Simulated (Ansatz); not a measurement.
# ZnS (F-43m) in Ansatz: a series of runs

One crystal, ZnS, is run at these levels: PBE, RPBE+D4, revPBE+D3(BJ); tasks: single point, relaxation of cell and atoms.

Everything below comes from runs of Ansatz 0.2.0. Logs are shortened: lines on timing, memory, paths and dates and some standing lists are left out, and cuts for length are marked.

**The experiment to reproduce.**

From “Electronic, vibrational, and thermodynamic properties of ZnS (zincblende and rocksalt structure)”, 2009, arxiv:0911.5022, for a bulk crystal of ZnS at 19 K: band gap 3.85 eV (direct).

How close the calculation comes is told below.

## 1. Starting point

Symmetry: F-43m, No. 216, cubic system. The conventional cell has a = 5.404 Å, b = 5.404 Å, c = 5.404 Å, α = 90.00°, β = 90.00°, γ = 90.00°. Zn (site symmetry -43m) is surrounded by 4 S at 2.34 Å. Around S (site symmetry -43m) lie 4 Zn at 2.34 Å.

## 2. Single point, PBE

Contents of input.yaml:

```yaml
crystal:
  lattice:
    - [0.0, 2.702, 2.702]
    - [2.702, 0.0, 2.702]
    - [2.702, 2.702, 0.0]
  atoms:
    - { symbol: Zn, position: [0.75, 0.75, 0.75] }
    - { symbol: S, position: [0.0, 0.0, 0.0] }
hamiltonian:
  xc: pbe
  pseudopotentials: { kind: paw }
kpoints:
  mp_grid: { grid: [9, 9, 9] }
scf:
  occupations: { method: gaussian, width: 0.014 }
output:
  forces: true
  stress: true
  eigenvalues: true
```

Potentials or basis: Ansatz PAW.

Started as:

```sh
ansatz run input.yaml --threads 2 --pin off --max-ram 5632MiB --backend cpu --events-out ev --progress --plain --runs-dir out
```

The program printed:

```text
Warning: RAYON_NUM_THREADS=2 ignored (pool sized by the plan → 2); use --threads N
Engine: ansatz 0.2.0, x86_64-unknown-linux-gnu
Pseudopotentials: kind: paw
Pseudopotential: Zn, paw, valence charge 12, recommended cutoff 420 eV (normal), Zn.paw.azcp
Pseudopotential: S, paw, valence charge 6, recommended cutoff 420 eV (normal), S.paw.azcp
Functional definition: PBE
  parameter kappa = 0.804
  parameter beta = 0.06672455060314922
  exchange = pbe_x(kappa = kappa, mu = beta*pi^2/3)
  correlation = pbe_c(beta = beta)
Crystal: 2 atoms, lattice volume = 39.454 Å³
Basis set: ecut = 420 eV, 749 PW (Γ), exchange–correlation on 54×54×54 points (8 copies of the dense FFT grid, shifted against one another)
Bands: 13, of which v1, the nominal top of the filled ones, is band 9 counted from 1 (8 counted from 0)
Symmetry: 24 space group operations
Space group: F-43m (ITA 216), of the structure as read, at distance tolerance 3.4e-5 Å
k-points: 35 of 729 (time reversal used)
Non-local potential: Zn, projectors of the file, l = 0: 2, l = 1: 2, l = 2: 3, l = 3: 1
Non-local potential: S, projectors of the file, l = 0: 2, l = 1: 2, l = 2: 2
PAW form: soft (Blöchl's): semilocal exchange-correlation on the pseudo side does not see the compensation charge
PAW one-centre angular grid: Zn, 590 points (default); XC on 64 Gauss nodes
PAW one-centre angular grid: S, 110 points (default); XC on 64 Gauss nodes
Initial density: superposition of atomic densities (neutral atoms: chi_scale 0, normalization atom), corrected by the library's trained network
Initial wavefunctions: pseudopotential atomic-orbital guess
Functional: x = pbe(κ = 0.804, μ = 0.2195149727645171), c = pbe(β = 0.06672455060314922)
SCF iter   1: F=—  HF=-4222.729799 eV  |F-HF|=—  |Δ(HF+E_count)|=         —  Δρ=6.06e-4  dr2=1.91e-4  ethr=1.77e-3  ⟨swp⟩=5.9  Hψ=2786  notcnv=0
preconditioner: auto → none  [insulator: Δε(μ)=2.102 eV  Ē_g=12.202 eV  σ=0.014 eV  W_gap=1.00  n_scr=14 (ndim 8)  ℏωp=25.1 eV  f_vac=0.026  D(μ)=0.00/eV (n_scr^D=0)  ε∞_Penn≈5.2]
SCF iter   2: F=—  HF=-4222.730070 eV  |F-HF|=—  |Δ(HF+E_count)|=   2.71e-4  Δρ=5.28e-4  dr2=4.98e-5  ethr=1.06e-6  ⟨swp⟩=2.4  Hψ=1218  notcnv=0
SCF iter   3: F=—  HF=-4222.730086 eV  |F-HF|=—  |Δ(HF+E_count)|=   1.59e-5  Δρ=1.62e-4  dr2=7.48e-6  ethr=2.77e-7  ⟨swp⟩=2.0  Hψ=735  notcnv=0
SCF iter   4: F=—  HF=-4222.730094 eV  |F-HF|=—  |Δ(HF+E_count)|=   7.44e-6  Δρ=7.17e-5  dr2=9.60e-7  ethr=4.16e-8  ⟨swp⟩=2.0  Hψ=735  notcnv=0
SCF iter   5: F=—  HF=-4222.730097 eV  |F-HF|=—  |Δ(HF+E_count)|=   3.51e-6  Δρ=3.29e-5  dr2=2.75e-7  ethr=5.33e-9  ⟨swp⟩=2.0  Hψ=770  notcnv=0
SCF iter   6: F=-4222.730098 eV  HF=-4222.730098 eV  |F-HF|=7.91e-9  |Δ(HF+E_count)|=   4.88e-7  Δρ=3.54e-6  dr2=2.07e-9  ethr=5.56e-10  ⟨swp⟩=5.2  Hψ=2203  notcnv=0
SCF 1 converged in 6 iterations: F = -4222.730098 eV  dr2 = 2.07e-9
SCF converged after 6 iterations
Free energy (F): -4222.730098 eV
Harris-Foulkes:  -4222.730098 eV  (|F-HF|=7.91e-9)
Internal energy: -4222.730098 eV  (E = F + TS)
E sigma→0 (E₀):  -4222.730098 eV
Fermi energy:    6.841465 eV
--- Per-component energies (eV) ---
  E_band       = 5.104345
  E_kinetic    = 238.363500
  E_local      = -2040.908816  (includes V_loc(G=0)·N_el)
  E_nonlocal   = 642.720415
  E_hartree    = 853.402498
  E_xc         = -234.430179
  E_vxc        = -139.592010  (∫ρ·V_xc dr)
  E_paw        = -2428.497860  (= ΣΔE_a)
  E_vpaw       = -402.283820  (= ΣTr[D̂ρ^β])
  E_aug_tail   = -0.000361  (compensation charges beyond the density's cutoff)
  E_ewald      = -1253.379294
  E_smearing   = -0.000000  (= −TS)
  E_closure    = -0.000000  (closes the sum)
  Σ components = -4222.730098   (vs F -4222.730098, Δ=0.00e0)
--- Forces (eV/Å), atoms counted from 1 ---
  atom   1  Zn     0.00000000     0.00000000     0.00000000
  atom   2  S     -0.00000000     0.00000000    -0.00000000
  max |Σ_I F_I| component: 3.01e-17 eV/Å
--- Stress (GPa, compression-positive) ---
        1.597807      -0.000000      -0.000000
        0.000000       1.597807       0.000000
       -0.000000       0.000000       1.597807
  P = ⅓ Tr σ = 1.5978 GPa (15.978 kbar)
--- Band table (eV; the first three rows and the last of 35) ---
  k-point 0: bands = ["-7.3563", "-0.5481", "-0.5481", "-0.5481", "-0.0477", "-0.0477", "5.7867", "5.7867", "5.7867", "7.8961", "12.1563", "12.1563", "12.1563"]
  k-point 1: bands = ["-7.2633", "-0.5479", "-0.5313", "-0.5313", "-0.0492", "-0.0492", "4.8556", "5.6682", "5.6682", "8.6013", "12.0637", "12.3614", "12.3614"]
  k-point 2: bands = ["-7.0125", "-0.5196", "-0.4916", "-0.4916", "-0.0481", "-0.0481", "3.3339", "5.3932", "5.3932", "9.2197", "12.4594", "12.7231", "12.7231"]
  k-point 34: bands = ["-6.1347", "-0.4182", "-0.2859", "-0.1236", "-0.0609", "0.3012", "1.2346", "2.8932", "3.4163", "11.3561", "11.6886", "13.2678", "14.7809"]
```

Wall time 1.3 s (2 threads of Intel Xeon at 2.70GHz, shared host); peak memory 0.34 GiB.

What came out:

| Item | Value |
| --- | --- |
| Free energy | -4222.7301 eV |
| Pressure | 1.6 GPa |
| Band gap on the k mesh | 2.11 eV, direct |

Caveat: odd divisions of the mesh miss points on the zone boundary, where band edges often lie, so the gap on the mesh can be too wide.

## 3. Single point, PBE

Changes to input.yaml since step 2:

```diff
@@ -14,3 +14,3 @@
 scf:
-  occupations: { method: gaussian, width: 0.014 }
+  occupations: { method: gaussian, width: 0.015 }
 output:
```

Potentials or basis: Ansatz PAW.

Started as:

```sh
ansatz run input.yaml --threads 2 --pin off --max-ram 5632MiB --backend cpu --events-out ev --progress --plain --runs-dir out
```

Wall time 1.4 s (2 threads of Intel Xeon at 2.70GHz, shared host); peak memory 0.34 GiB.

Results (log left out):

```
Free energy            : -4222.7301 eV
Pressure               : 1.6 GPa
Band gap on the k mesh : 2.11 eV, direct
```

Levels at points of the mesh, in eV from the valence-band top:
| k point | band 6 | band 7 | band 8 | band 9 | band 10 | band 11 | band 12 | band 13 |
| --- | --- | --- | --- | --- | --- | --- | --- | --- |
| (0.00, 0.00, 0.00) | -5.83 | 0.00 | 0.00 | 0.00 | 2.11 | 6.37 | 6.37 | 6.37 |

Caveat: odd divisions of the mesh miss points on the zone boundary, where band edges often lie, so the gap on the mesh can be too wide.

## 4. Single point, PBE

Changes to input.yaml since step 3:

```diff
@@ -14,3 +14,3 @@
 scf:
-  occupations: { method: gaussian, width: 0.015 }
+  occupations: { method: gaussian, width: 0.016 }
 output:
```

Potentials or basis: Ansatz PAW.

Started as:

```sh
ansatz run input.yaml --threads 2 --pin off --max-ram 5632MiB --backend cpu --events-out ev --progress --plain --runs-dir out
```

The program printed:

```text
Warning: RAYON_NUM_THREADS=2 ignored (pool sized by the plan → 2); use --threads N
[... 9 set-up lines as earlier in the session ...]
Crystal: 2 atoms, lattice volume = 39.454 Å³
Basis set: ecut = 420 eV, 749 PW (Γ), exchange–correlation on 54×54×54 points (8 copies of the dense FFT grid, shifted against one another)
Bands: 13, of which v1, the nominal top of the filled ones, is band 9 counted from 1 (8 counted from 0)
[... 2 set-up lines as earlier in the session ...]
k-points: 35 of 729 (time reversal used)
[... 8 set-up lines as earlier in the session ...]
SCF iter   1: F=—  HF=-4222.729799 eV  |F-HF|=—  |Δ(HF+E_count)|=         —  Δρ=6.06e-4  dr2=1.91e-4  ethr=1.77e-3  ⟨swp⟩=5.9  Hψ=2786  notcnv=0
preconditioner: auto → none  [insulator: Δε(μ)=2.102 eV  Ē_g=12.202 eV  σ=0.016 eV  W_gap=1.00  n_scr=14 (ndim 8)  ℏωp=25.1 eV  f_vac=0.026  D(μ)=0.00/eV (n_scr^D=0)  ε∞_Penn≈5.2]
SCF iter   2: F=—  HF=-4222.730070 eV  |F-HF|=—  |Δ(HF+E_count)|=   2.71e-4  Δρ=5.28e-4  dr2=4.98e-5  ethr=1.06e-6  ⟨swp⟩=2.4  Hψ=1188  notcnv=0
SCF iter   3: F=—  HF=-4222.730086 eV  |F-HF|=—  |Δ(HF+E_count)|=   1.59e-5  Δρ=1.62e-4  dr2=7.48e-6  ethr=2.77e-7  ⟨swp⟩=2.0  Hψ=735  notcnv=0
SCF iter   4: F=—  HF=-4222.730094 eV  |F-HF|=—  |Δ(HF+E_count)|=   7.44e-6  Δρ=7.17e-5  dr2=9.59e-7  ethr=4.16e-8  ⟨swp⟩=2.0  Hψ=735  notcnv=0
SCF iter   5: F=—  HF=-4222.730097 eV  |F-HF|=—  |Δ(HF+E_count)|=   3.51e-6  Δρ=3.29e-5  dr2=2.75e-7  ethr=5.33e-9  ⟨swp⟩=2.0  Hψ=770  notcnv=0
SCF iter   6: F=-4222.730098 eV  HF=-4222.730098 eV  |F-HF|=7.91e-9  |Δ(HF+E_count)|=   4.88e-7  Δρ=3.54e-6  dr2=2.07e-9  ethr=5.56e-10  ⟨swp⟩=5.1  Hψ=2202  notcnv=0
SCF 1 converged in 6 iterations: F = -4222.730098 eV  dr2 = 2.07e-9
SCF converged after 6 iterations
Free energy (F): -4222.730098 eV
Harris-Foulkes:  -4222.730098 eV  (|F-HF|=7.91e-9)
Internal energy: -4222.730098 eV  (E = F + TS)
E sigma→0 (E₀):  -4222.730098 eV
Fermi energy:    6.841480 eV
--- Per-component energies (eV) ---
  E_band       = 5.104346
  E_kinetic    = 238.363500
  E_local      = -2040.908814  (includes V_loc(G=0)·N_el)
  E_nonlocal   = 642.720414
  E_hartree    = 853.402497
  E_xc         = -234.430179
  E_vxc        = -139.592009  (∫ρ·V_xc dr)
  E_paw        = -2428.497860  (= ΣΔE_a)
  E_vpaw       = -402.283820  (= ΣTr[D̂ρ^β])
  E_aug_tail   = -0.000361  (compensation charges beyond the density's cutoff)
  E_ewald      = -1253.379294
  E_smearing   = -0.000000  (= −TS)
  E_closure    = 0.000000  (closes the sum)
  Σ components = -4222.730098   (vs F -4222.730098, Δ=0.00e0)
--- Forces (eV/Å), atoms counted from 1 ---
  atom   1  Zn     0.00000000    -0.00000000     0.00000000
  atom   2  S     -0.00000000     0.00000000    -0.00000000
  max |Σ_I F_I| component: 1.39e-17 eV/Å
--- Stress (GPa, compression-positive) ---
        1.597807       0.000000      -0.000000
       -0.000000       1.597807       0.000000
       -0.000000       0.000000       1.597807
  P = ⅓ Tr σ = 1.5978 GPa (15.978 kbar)
--- Band table (eV; the first three rows and the last of 35) ---
  k-point 0: bands = ["-7.3563", "-0.5481", "-0.5481", "-0.5481", "-0.0477", "-0.0477", "5.7867", "5.7867", "5.7867", "7.8961", "12.1563", "12.1563", "12.1563"]
  k-point 1: bands = ["-7.2633", "-0.5479", "-0.5313", "-0.5313", "-0.0492", "-0.0492", "4.8556", "5.6682", "5.6682", "8.6013", "12.0637", "12.3614", "12.3614"]
  k-point 2: bands = ["-7.0125", "-0.5196", "-0.4916", "-0.4916", "-0.0481", "-0.0481", "3.3339", "5.3932", "5.3932", "9.2197", "12.4594", "12.7231", "12.7231"]
  k-point 34: bands = ["-6.1347", "-0.4182", "-0.2859", "-0.1236", "-0.0609", "0.3012", "1.2346", "2.8932", "3.4163", "11.3561", "11.6886", "13.2678", "14.7809"]
```

Wall time 1.1 s (2 threads of Intel Xeon at 2.70GHz, shared host); peak memory 0.33 GiB.

What came out:

```
Free energy            : -4222.7301 eV
Pressure               : 1.6 GPa
Band gap on the k mesh : 2.11 eV, direct
```

Caveat: odd divisions of the mesh miss points on the zone boundary, where band edges often lie, so the gap on the mesh can be too wide.

(Part 1 of 2 ends here.)
